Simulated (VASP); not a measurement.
# Ti (Fm-3m) in VASP: notebook

One crystal, Ti, is run at these levels: PBEsol; tasks: single point.

All numbers are computed with VASP 6.6.1; they aren't measurements. Logs are shortened: lines on timing, memory, paths and dates and some standing lists are left out, and cuts for length are marked.

### Step 1. The structure

Symmetry: Fm-3m, No. 225, cubic system. The conventional cell has a = 4.060 Å, b = 4.060 Å, c = 4.060 Å, α = 90.00°, β = 90.00°, γ = 90.00°. Ti (site symmetry m-3m) is surrounded by 12 Ti at 2.87 Å.

This isn't the form of Ti at room conditions, which is hcp.

### Step 2. Single point, PBEsol

INCAR

```
PREC = Accurate
ENCUT = 520
EDIFF = 1E-7
ISMEAR = 0
SIGMA = 0.1
LREAL = F
LASPH = T
NELM = 100
ALGO = Normal
ISIF = 2
LWAVE = F
LCHARG = T
GGA = PS
LELF = T
LVHAR = T
NBANDS = 12
```

KPOINTS

```
Automatic mesh
0
Gamma
  8 8 8
```

POSCAR

```
Ti
1.0
    0.0000000000      2.0300000000      2.0300000000
    2.0300000000      0.0000000000      2.0300000000
    2.0300000000      2.0300000000      0.0000000000
Ti
1
Direct
    0.0000000000      0.0000000000      0.0000000000
```

Potentials or basis: VASP PAW PBE potentials, release 64 (Ti_sv).

Command:

```bash
$ cat potpaw_PBE.64/Ti_sv/POTCAR > POTCAR
$ mpirun -np 1 vasp_std > vasp.out
```

OUTCAR:

```text
PREC = Accurate
   ENCUT = 520
   EDIFF = 1E-7
   ISMEAR = 0
   LREAL = F
   LASPH = T
   NELM = 100
   ISIF = 2
   GGA = PS

 ion  position               nearest neighbor table
   1  0.000  0.000  0.000-

  LATTYP: Found a face centered cubic cell.
 ALAT       =     4.0600000000

  Lattice vectors:

 A1 = (   0.0000000000,   2.0300000000,   2.0300000000)
 A2 = (   2.0300000000,   0.0000000000,   2.0300000000)
 A3 = (   2.0300000000,   2.0300000000,   0.0000000000)

Analysis of symmetry for initial positions (statically):
=====================================================================
 Subroutine PRICEL returns:
 Original cell was already a primitive cell.

 Routine SETGRP: Setting up the symmetry group for a
 face centered cubic supercell.

 Subroutine GETGRP returns: Found 48 space group operations
 (whereof 48 operations were pure point group operations)
 out of a pool of 48 trial point group operations.

The static configuration has the point symmetry O_h .

Analysis of symmetry for dynamics (positions and initial velocities):
=====================================================================
 Subroutine PRICEL returns:
 Original cell was already a primitive cell.

 Routine SETGRP: Setting up the symmetry group for a
 face centered cubic supercell.

 Subroutine GETGRP returns: Found 48 space group operations
 (whereof 48 operations were pure point group operations)
 out of a pool of 48 trial point group operations.

The dynamic configuration has the point symmetry O_h .

 Subroutine INISYM returns: Found 48 space group operations
 (whereof 48 operations are pure point group operations),
 and found     1 'primitive' translations

----------------------------------------------------------------------------------------

                                     Primitive cell

  volume of cell :      16.7309

  direct lattice vectors                    reciprocal lattice vectors
     0.000000000  2.030000000  2.030000000    -0.246305419  0.246305419  0.246305419
     2.030000000  0.000000000  2.030000000     0.246305419 -0.246305419  0.246305419
     2.030000000  2.030000000  0.000000000     0.246305419  0.246305419 -0.246305419

  length of vectors
     2.870853532  2.870853532  2.870853532     0.426613499  0.426613499  0.426613499

  position of ions in fractional coordinates (direct lattice)
     0.000000000  0.000000000  0.000000000

  ion indices of the primitive-cell ions
   primitive index   ion index
                 1           1

----------------------------------------------------------------------------------------

 KPOINTS: Automatic mesh

Automatic generation of k-mesh.
 Grid dimensions read from file:
 generate k-points for:    8    8    8

 Generating k-lattice:

  Cartesian coordinates                     Fractional coordinates (reciprocal lattice)
    -0.030788177  0.030788177  0.030788177     0.125000000  0.000000000  0.000000000
     0.030788177 -0.030788177  0.030788177     0.000000000  0.125000000  0.000000000
     0.030788177  0.030788177 -0.030788177     0.000000000  0.000000000  0.125000000

  Length of vectors
     0.053326687  0.053326687  0.053326687

  Shift w.r.t. Gamma in fractional coordinates (k-lattice)
     0.000000000  0.000000000  0.000000000

 Subroutine IBZKPT returns following result:
 ===========================================

 Found     29 irreducible k-points:

 Following reciprocal coordinates:
            Coordinates               Weight
  0.000000  0.000000  0.000000      1.000000
  0.125000  0.000000  0.000000      8.000000
  0.250000  0.000000  0.000000      8.000000
  0.375000  0.000000  0.000000      8.000000
  0.500000  0.000000  0.000000      4.000000
  0.125000  0.125000  0.000000      6.000000
[... 16 lines left out ...]
  0.500000  0.250000  0.125000     48.000000
 -0.375000  0.250000  0.125000     24.000000
 [... further k-points ...]
   k-points           NKPTS =     29   k-points in BZ     NKDIM =     29   number of bands    NBANDS=     12
   number of dos      NEDOS =    301   number of ions     NIONS =      1
   total plane-waves  NPLWV =  13824
   dimension x,y,z NGX =    24 NGY =   24 NGZ =   24
   dimension x,y,z NGXF=    48 NGYF=   48 NGZF=   48
   ions per type =               1
   NGX,Y,Z   is equivalent  to a cutoff of  13.90, 13.90, 13.90 a.u.
   NGXF,Y,Z  is equivalent  to a cutoff of  27.80, 27.80, 27.80 a.u.
 SYSTEM =  unknown system
   PREC   = accura    normal or accurate (medium, high low for compatibility)
   ISTART =      0    job   : 0-new  1-cont  2-samecut
   ICHARG =      2    charge: 1-file 2-atom 10-const
   ISPIN  =      1    spin polarized calculation?
   LNONCOLLINEAR =      F non collinear calculations
   LSORBIT =      F    spin-orbit coupling
   LASPH  =      T    aspherical Exc in radial PAW
   ENCUT  =  520.0 eV  38.22 Ry    6.18 a.u.   5.34  5.34  5.34*2*pi/ulx,y,z
   NELM   =    100;   NELMIN=  2; NELMDL= -5     # of ELM steps
   EDIFF  = 0.1E-06   stopping-criterion for ELM
   LREAL  =      F    real-space projection
   EDIFFG = 0.1E-05   stopping-criterion for IOM
   NSW    =      0    number of steps for IOM
   IBRION =     -1    ionic relax: 0-MD 1-quasi-New 2-CG
   NFREE  =      0    steps in history (QN), initial steepest desc. (CG)
   ISIF   =      2    stress and relaxation
   ISYM   =      2    0-nonsym 1-usesym 2-fastsym
   POTIM  = 0.5000    time-step for ionic-motion
   TEBEG  =    0.0;   TEEND  =   0.0 temperature during run
   PSTRESS=    0.0 pullay stress
   NELECT =      12.0000    total number of electrons
   NUPDOWN=      -1.0000    fix difference up-down
   EMIN   =  10.00;   EMAX   =-10.00  energy-range for DOS
   EFERMI =   0.00;   METHOD = LEGACY
   ISMEAR =     0;   SIGMA  =   0.10  broadening in eV -4-tet -1-fermi 0-gaus
   EFERMI_NEDOS =   21; number of points for ismear=-14 and -15
   IALGO  =     38    algorithm
   IMIX   =      4    mixing-type and parameters
     AMIX     =   0.40;   BMIX     =  1.00
     AMIX_MAG =   1.60;   BMIX_MAG =  1.00
  volume/ion in A,a.u.               =      16.73       112.91
  Fermi-wavevector in a.u.,A,eV,Ry     =   1.465421  2.769245 29.217967  2.147460
  Thomas-Fermi vector in A             =   2.581280
   LORBIT       =      0    0 simple, 1 ext, 2 COOP (PROOUT), +10 PAW based schemes
   GGA     = PS    functional components
   LHFCALC =     F    Hartree Fock is set to
   AEXX    =    0.0000 exact exchange contribution
   IVDW    =     0    specifies the selected vdW correction
   LEPSILON=     F    determine dielectric tensor
   LRPA    =     F    only Hartree local field effects (RPA)
 non-spin polarized calculation
 Gauss-broadening in eV      SIGMA  =   0.10
  energy-cutoff  :      520.00
  volume of cell :       16.73
 maximum number of plane-waves:       464
 NGX is ok and might be reduce to    24

 number of electron      12.0000002 magnetization

 Free energy of the ion-electron system (eV)
  ---------------------------------------------------
  ext. energy  EPLUGINS =         0.00000000
  ---------------------------------------------------
  free energy    TOTEN  =        -8.28253276 eV

  energy without entropy =       -8.27536920  energy(sigma->0) =       -8.27895098

 E-fermi :   8.5196     XC(G=0): -11.8176

 val. band max:        8.4489397115   @ k =  -0.2500   0.2500   0.0000
 cond. band min:       8.5605601214   @ k =   0.2500   0.0000   0.0000
 fundamental gap:      0.1116204100
 Fermi energy:         8.5196058454

 k-point     1 :       0.0000    0.0000    0.0000
  band No.  band energies     occupation
      1     -47.9328      2.00000
      2     -23.8400      2.00000
      3     -23.8400      2.00000
      4     -23.8400      2.00000
      5       2.3113      2.00000
      6       9.3843      0.00000
      7       9.3843      0.00000
      8       9.3843      0.00000
      9      11.0945      0.00000
     10      11.0945      0.00000
     11      23.9639      0.00000
     12      28.5920      0.00000

 k-point     2 :       0.1250    0.0000    0.0000
  band No.  band energies     occupation
      1     -47.9118      2.00000
      2     -23.9560      2.00000
      3     -23.8544      2.00000
      4     -23.8544      2.00000
      5       2.8246      2.00000
      6       9.0829      0.00000
      7       9.5522      0.00000
      8       9.5522      0.00000
      9      10.9987      0.00000
     10      10.9987      0.00000
     11      24.2624      0.00000
     12      25.9156      0.00000

 k-point     3 :       0.2500    0.0000    0.0000
  band No.  band energies     occupation
      1     -47.8608      2.00000
      2     -24.2301      2.00000
      3     -23.8890      2.00000
      4     -23.8890      2.00000
      5       4.1493      2.00000
      6       8.5606      0.56247
      7       9.6498      0.00000
      8       9.6498      0.00000
      9      11.1743      0.00000
     10      11.1743      0.00000
     11      21.8309      0.00000
     12      24.7732      0.00000
[... 286 lines left out ...]
 k-point    23 :       0.5000    0.2500    0.1250
  band No.  band energies     occupation
      1     -47.7814      2.00000
      2     -24.4364      2.00000
      3     -24.1112      2.00000
      4     -23.9772      2.00000
      5       6.4083      2.00000
      6       7.8535      2.00000
      7       8.5978      0.26900
      8      10.2996      0.00000
      9      11.6161      0.00000
     10      13.2905      0.00000
     11      19.0155      0.00000
     12      22.2469      0.00000

 k-point    24 :      -0.3750    0.2500    0.1250
  band No.  band energies     occupation
      1     -47.7641      2.00000
      2     -24.4971      2.00000
      3     -24.1375      2.00000
      4     -24.0002      2.00000
      5       6.8607      2.00000
      6       7.6944      2.00000
      7       8.7645      0.00053
      8      10.1234      0.00000
      9      12.0813      0.00000
     10      14.3330      0.00000
     11      16.8681      0.00000
     12      22.4301      0.00000

 [... further k-points ...]

------------------------ aborting loop because EDIFF is reached ----------------------------------------

  FORCE on cell =-STRESS in cart. coord.  units (eV):
  Direction    XX          YY          ZZ          XY          YZ          ZX
  --------------------------------------------------------------------------------------
  -------------------------------------------------------------------------------------
  Total       -0.0656532     -0.0656532     -0.0656532     -0.0000000     -0.0000000     -0.0000000
  in kB       -6.2870692     -6.2870692     -6.2870692     -0.0000000     -0.0000000     -0.0000000
  external PRESSURE =      -6.2870692 kB  Pullay stress =       0.0000000 kB

 VOLUME and BASIS-vectors are now :
 -----------------------------------------------------------------------------
  energy-cutoff  :      520.00
  volume of cell :       16.73
      direct lattice vectors                 reciprocal lattice vectors
     0.000000000  2.030000000  2.030000000    -0.246305419  0.246305419  0.246305419
     2.030000000  0.000000000  2.030000000     0.246305419 -0.246305419  0.246305419
     2.030000000  2.030000000  0.000000000     0.246305419  0.246305419 -0.246305419

 POSITION                                       TOTAL-FORCE (eV/Angst)
 -----------------------------------------------------------------------------------
      0.00000      0.00000      0.00000         0.000000     -0.000000     -0.000000
 -----------------------------------------------------------------------------------
    total drift:                               -0.000000     -0.000000     -0.000000

  FREE ENERGIE OF THE ION-ELECTRON SYSTEM (eV)
  ---------------------------------------------------
  free  energy   TOTEN  =        -8.2825327625 eV

  energy  without entropy=       -8.2753691963  energy(sigma->0) =       -8.27895098
```

It took 7.2 s on 1 thread of Intel Xeon Platinum 8259CL at 2.50GHz (Skylake/Cascade Lake), shared host; peak memory 0.14 GiB.

Results:

```yaml
Free_energy: -8.2825 eV
Pressure: -0.6 GPa
Band_gap_on_the_k_mesh: none (metal or under the smearing width)
```

Caveat: the PAW data sets were made with another functional, which shifts forces and pressure a little.

### Step 3. Single point, PBEsol (bulk in the cell of the (1 1 1) plane)

INCAR

```
PREC = Accurate ; ENCUT = 520
EDIFF = 1E-6 ; ISMEAR = 0
SIGMA = 0.1 ; LREAL = F
LASPH = T ; NELM = 60
ALGO = Fast ; ISIF = 2
LWAVE = F ; LCHARG = T
GGA = PS ; LELF = T
LVHAR = T ; NBANDS = 12
```

KPOINTS

```
regular mesh
0
Gamma
  12 12 15
```

POSCAR

```
Ti
1.0
    2.8679136055      0.0000000000      0.0000000000
   -1.4339568027      2.4836860382      0.0000000000
    1.4339568027      0.8278953461      2.3416416533
Ti
1
Direct
    0.0000000000      0.0000000000      0.0000000000
```

Potentials or basis: VASP PAW PBE potentials, release 64 (Ti_sv).

Command:

```bash
$ cat potpaw_PBE.64/Ti_sv/POTCAR > POTCAR
$ mpirun -np 1 vasp_std > vasp.out
```

Wall time 2 min (1 thread of Intel Xeon Platinum 8259CL at 2.50GHz (Skylake/Cascade Lake), shared host); peak memory 0.21 GiB.

Results (log left out):

```
Free energy            : -8.2876 eV
Pressure               : -0.3 GPa
Band gap on the k mesh : none (metal or under the smearing width)
```

Levels at points of the mesh, in eV from the Fermi level:
| k point | band 4 | band 5 | band 6 | band 7 | band 8 | band 9 |
| --- | --- | --- | --- | --- | --- | --- |
| (0.00, 0.00, 0.00) | -32.32 | -6.19 | 0.90 | 0.90 | 0.90 | 2.62 |
| (0.50, 0.00, 0.00) | -32.59 | -2.73 | -1.83 | 3.03 | 3.75 | 4.07 |
| (0.00, 0.50, 0.00) | -32.41 | -2.69 | 0.75 | 0.77 | 0.77 | 3.77 |

Caveat: the PAW data sets were made with another functional, which shifts forces and pressure a little.

### Step 4. Single point, PBEsol (clean slab, lower half held)

INCAR

```
ALGO = Fast
DIPOL = 0.5 0.5 0.500
EDIFF = 1E-7
ENCUT = 520
GGA = PS
IDIPOL = 3
ISIF = 2
ISMEAR = 0
LASPH = True
LCHARG = True
LDIPOL = True
LELF = True
LREAL = False
LVACPOTAV = True
LVHAR = True
LWAVE = False
NBANDS = 32
NELM = 100
PREC = Accurate
SIGMA = 0.1
```

KPOINTS

```
k-points
0
Gamma
  10 10 1
```

POSCAR

```
Ti
1.0
    2.8679135955      0.0000000000      0.0000000000
    0.0000000000      2.8679135955      0.0000000000
    0.0000000000      0.0000000000     23.0837634538
Ti
4
Direct
    0.5000000000      0.5000000000      0.3682241857
    0.0000000000      0.0000000000      0.4560747286
    0.5000000000      0.5000000000      0.5482915893
    0.0000000000      0.0000000000      0.6294047040
```

Command:

```bash
$ cat potpaw_PBE.64/Ti_sv/POTCAR > POTCAR
$ mpirun -np 1 vasp_std > vasp.out
```

Run time: 12 min. Hardware: 1 thread of Intel Xeon Platinum 8488C (Sapphire Rapids), shared host; peak memory 0.35 GiB.

The run converged. Its results:

| Property | Result |
| --- | --- |
| Free energy | -31.2449 eV |
| Largest force | 0.634 eV/Å |
| Band gap on the k mesh | none (metal or under the smearing width) |
| Work function of the upper face | 4.17 eV |
| Work function of the lower face | 4.17 eV |

Forces in eV/Å, atoms in the order of the input:
```
Ti   0.000  0.000  0.634
Ti   0.000  0.000 -0.626
Ti   0.000  0.000  0.005
Ti   0.000  0.000 -0.013
```

Levels at points of the mesh, in eV from the Fermi level:
| k point | band 21 | band 22 | band 23 | band 24 | band 25 | band 26 | band 27 | band 28 |
| --- | --- | --- | --- | --- | --- | --- | --- | --- |
| (0.00, 0.00, 0.00) | -1.68 | -1.18 | -0.14 | -0.13 | 0.05 | 0.58 | 1.08 | 1.08 |
| (0.50, 0.00, 0.00) | -0.41 | -0.39 | 0.17 | 0.18 | 0.49 | 0.59 | 0.67 | 0.71 |
| (0.50, 0.50, 0.00) | -1.54 | -1.54 | -0.82 | -0.82 | 0.59 | 0.59 | 2.17 | 2.27 |

Caveat: the PAW data sets were made with another functional, which shifts forces and pressure a little.

### Step 5. Single point, PBEsol

This run uses another cell than the first one: it holds 5 atoms, not 1.

INCAR

```
SYSTEM = Ti4H
PREC = Accurate ; ENCUT = 520
EDIFF = 1E-6 ; ISMEAR = 0
SIGMA = 0.1 ; LREAL = .False.
LASPH = .True. ; NELM = 100
ALGO = Fast ; ISIF = 2
LWAVE = .False. ; LCHARG = .True.
LDIPOL = .True. ; IDIPOL = 3
DIPOL = 0.5 0.5 0.484 ; GGA = PS
LELF = .True. ; LVHAR = .True.
LVACPOTAV = .True. ; NBANDS = 32
```

KPOINTS

```
regular mesh
0
Gamma
  10 10 1
  0 0 0
```

POSCAR

```
Ti4H
1.0
    2.8679135955      0.0000000000      0.0000000000
    0.0000000000      2.8679135955      0.0000000000
    0.0000000000      0.0000000000     25.0837634538
Ti H
4 1
Direct
    0.5000000000      0.5000000000      0.3388646212
    0.0000000000      0.0000000000      0.4197105897
    0.5000000000      0.5000000000      0.5008077360
    0.0000000000      0.0000000000      0.5795233686
    0.5000000000      0.5000000000      0.5818247638
```

Potentials or basis: VASP PAW PBE potentials, release 64 (Ti_sv, H).

Command:

```bash
$ cat potpaw_PBE.64/Ti_sv/POTCAR potpaw_PBE.64/H/POTCAR > POTCAR
$ mpirun -np 1 vasp_std > vasp.out
```

Run time: 8.9 min. Hardware: 1 thread of Intel Xeon Platinum 8488C (Sapphire Rapids), shared host; peak memory 0.39 GiB.

The run converged. Its results:

- Free energy: -35.5469 eV
- Largest force: 0.561 eV/Å
- Band gap on the k mesh: none (metal or under the smearing width)
- Work function of the upper face: 4.61 eV
- Work function of the lower face: 4.09 eV

Forces in eV/Å, atoms in the order of the input:
```
Ti   0.000  0.000  0.552
Ti   0.000  0.000 -0.561
Ti   0.000  0.000 -0.023
Ti   0.000  0.000  0.002
H    0.000  0.000  0.032
```

Levels at points of the mesh, in eV from the Fermi level:
```
           k point  band 20  band 21  band 22  band 23  band 24  band 25  band 26  band 27  band 28  band 29
(0.00, 0.00, 0.00)    -2.75    -1.74    -1.19    -0.30    -0.18     0.01     0.57     1.04     1.04     1.53
(0.50, 0.00, 0.00)    -2.14    -1.70    -0.31    -0.30    -0.04     0.08     0.51     0.57     0.60     0.72
(0.50, 0.50, 0.00)    -1.67    -1.61    -1.61    -0.83    -0.83     0.54     0.54     2.13     2.24     2.32
```

Caveat: the PAW data sets were made with another functional, which shifts forces and pressure a little.

### Step 6. Overview

```csv
potentials or basis,cell,k mesh,dipole correction,gap on the mesh (eV),pressure (GPa),largest force (eV/Å),work function (eV)
"VASP PAW PBE potentials, release 64 (Ti_sv)","Fm-3m, 16.73 Å³/atom",8 × 8 × 8,no,none,-0.6,-,-
"VASP PAW PBE potentials, release 64 (Ti_sv)",bulk in the cell of the (1 1 1) plane,12 × 12 × 15,no,none,-0.3,-,-
"VASP PAW PBE potentials, release 64 (Ti_sv)","clean slab, lower half held",10 × 10 × 1,yes,none,-,0.63,4.17
"VASP PAW PBE potentials, release 64 (Ti_sv, H)","P4mm, 41.26 Å³/atom",10 × 10 × 1,yes,none,-,0.56,4.61
```

Alike in all rows: task single point; level PBEsol; no spin polarisation; cutoff (eV) 520; smearing gaussian 0.1 eV.

Caveats: the PAW data sets were made with another functional, which shifts forces and pressure a little.

Absolute energies hang on the potentials; compare differences alone.
